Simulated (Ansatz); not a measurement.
**RbBr: band gap under strain**

How does strain move the band edges of RbBr in the database structure, and do the functionals agree on it? States: -3.7 % strain along z alone; -4.2 % shear in the xy plane.

The runs shown are made with Ansatz 0.2.0. PAW datasets, plane waves. Computed at 0 K without zero-point motion; spin polarisation is off.

## Step 1: The system as given

The unstrained cell was relaxed with r2SCAN; in each strained cell the atoms were relaxed again with r2SCAN. Names of k-points are those of the unstrained zone, where strain can split equivalent points. First state: -3.7 % strain along z alone.

It is tetragonal, P4/mmm (No. 123); conventional cell a = 4.124 Å, c = 3.972 Å, 33.78 Å³ an atom. Near Rb stand 8 Br at 3.53 Å and 2 Rb at 3.97 Å; near Br stand 8 Rb at 3.53 Å and 2 Br at 3.97 Å.

The structure in full:

```
CELL_PARAMETERS angstrom
4.12425 0.00000 0.00000
0.00000 4.12425 0.00000
0.00000 0.00000 3.97248
ATOMIC_POSITIONS crystal
Rb 0.00000 0.00000 0.00000
Br 0.50000 0.50000 0.50000
```

## Step 2: -3.7 % strain along z alone: PBE

The input, input.yaml:

```yaml
crystal:
  lattice:
    - [4.1242532581, 0.0, 0.0]
    - [0.0, 4.1242532581, 0.0]
    - [0.0, 0.0, 3.9724807382]
  atoms:
    - { symbol: Rb, position: [0.0, 0.0, 0.0] }
    - { symbol: Br, position: [0.5, 0.5, 0.5] }
kpoints:
  mp_grid: { grid: [6, 6, 6] }
  band_path:
    path: [[0.0, 0.0, 0.0], [0.0, 0.5, 0.0], [0.5, 0.5, 0.0], [0.5, 0.5, 0.5]]
    npoints: 1
hamiltonian:
  xc: pbe
scf:
  occupations: { method: fermi_dirac, width: 0.02 }
  n_extra_bands: 4
output:
  forces: true
  stress: true
  eigenvalues: true
```

Started as:

```console
ansatz run input.yaml --threads 4 --pin off --max-ram 3686MiB --backend cpu --events-out ev --progress --plain --runs-dir out
```

Further steps of the session: -3.7 % strain along z alone: r2SCAN; -3.7 % strain along z alone: HSE06; -4.2 % shear in the xy plane: PBE; -4.2 % shear in the xy plane: r2SCAN; -4.2 % shear in the xy plane: HSE06.

**Question.** What will these runs give?

The runs gave:

Least gap in eV (negative: overlap):

| state | PBE | r2SCAN | HSE06 |
| --- | --- | --- | --- |
| -3.7 % strain along z alone | 4.08 | 4.84 | 5.27 |
| -4.2 % shear in the xy plane | 4.09 | 4.84 | 5.27 |

In words: Where both were run, the HSE06 gap lies +1.18 to +1.19 eV from PBE's, each on its own k points.
